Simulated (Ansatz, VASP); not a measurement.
# KBr: VASP beside Ansatz

```xyz
2
Lattice="0.0412 3.2925 3.2925 3.3337 0.0000 3.3337 3.2925 3.2925 0.0412" Properties=species:S:1:pos:R:3 pbc="T T T"
K     0.0000    0.0000    0.0000
Br    3.3337    3.2925    3.3337
```

Change from the starting cell: strain +0.0250 x Voigt [0, 0, 0, 0, 1, 0], atoms carried along.

Alike in both runs: task single point; functional LDA; k mesh 6 × 6 × 6; occupations gaussian, width 0.05 eV; no spin polarisation.

```csv
,VASP,Ansatz
version,VASP 6.6.1,Ansatz 0.2.0
potentials or method,"VASP PAW LDA potentials, release 64 (K_sv, Br)","scalar-relativistic, plane waves, PAW"
plane-wave cutoff (eV),520,420
valence electrons in the cell,16,16
```

Ansatz gave:

| Item | Value |
| --- | --- |
| gap on the k mesh at the Fermi level (eV) | 4.02 |
| least direct gap on the mesh (eV) | 4.02 |
| pressure (GPa) | -1.6 |
| largest component of the traceless stress (GPa) | 0.14 |

What did VASP give for the same quantities?

gap on the k mesh at the Fermi level (eV): 4.03; least direct gap on the mesh (eV): 4.03; pressure (GPa): -1.5; largest component of the traceless stress (GPa): 0.14.
